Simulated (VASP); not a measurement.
A run of VASP 6.6.1 is set up as follows.

The input INCAR:

```
PREC     = Accurate       # precision mode
ENCUT    = 600            # plane-wave cutoff, eV
EDIFF    = 1E-7           # SCF threshold, eV
ISMEAR   = 0              # smearing method
SIGMA    = 0.02           # smearing width, eV
LREAL    = F              # projectors in reciprocal space
LASPH    = T              # aspherical terms in the spheres
NELM     = 60             # most SCF steps
ALGO     = Fast           # electronic algorithm
ISIF     = 3              # what is computed and relaxed
LWAVE    = F              # write WAVECAR
LCHARG   = F              # write CHGCAR
GGA      = CA             # functional
IBRION   = 2              # ionic algorithm
NSW      = 90             # ionic steps
EDIFFG   = -0.005         # ionic threshold
```

Contents of KPOINTS:

```
regular mesh
0
Gamma
  8 8 8
```

POSCAR

```
LiCl
1.0
    0.0000000000      2.5421223400      2.5421223400
    2.5421223400      0.0000000000      2.5421223400
    2.5421223400      2.5421223400      0.0000000000
Li Cl
1 1
Direct
    0.0000000000      0.0000000000      0.0000000000
    0.5000000000      0.5000000000      0.5000000000
```

Potentials or basis: VASP PAW LDA potentials, release 64 (Li_sv, Cl).

Launch:

```bash
$ cat potpaw_LDA.64/Li_sv/POTCAR potpaw_LDA.64/Cl/POTCAR > POTCAR
$ mpirun -np 1 vasp_std > vasp.out
```

Q: Estimate the band gap on the k mesh.

A: 6.52 eV, indirect (least direct gap 6.63 eV).

Q: Estimate the relaxed cell.

A: a = 3.508 Å, b = 3.508 Å, c = 3.508 Å, α = 60.00°, β = 60.00°, γ = 60.00°.

Step by step:
```tsv
step	energy change (eV)	largest force (eV/Å)	pressure (GPa)	volume (Å³)
1	0.0000	0.0000	-2.57	32.86
2	-0.0152	0.0000	-1.35	31.62
3	-0.0200	0.0000	-0.08	30.58
4	-0.0200	0.0000	0.01	30.52
```

Caveat: the cutoff is under 1.25 times the usual one of these potentials, so pressure, stress and relaxed cells hold a basis-set (Pulay) error. LDA gaps usually lie below the measured ones, often by a third to a half.
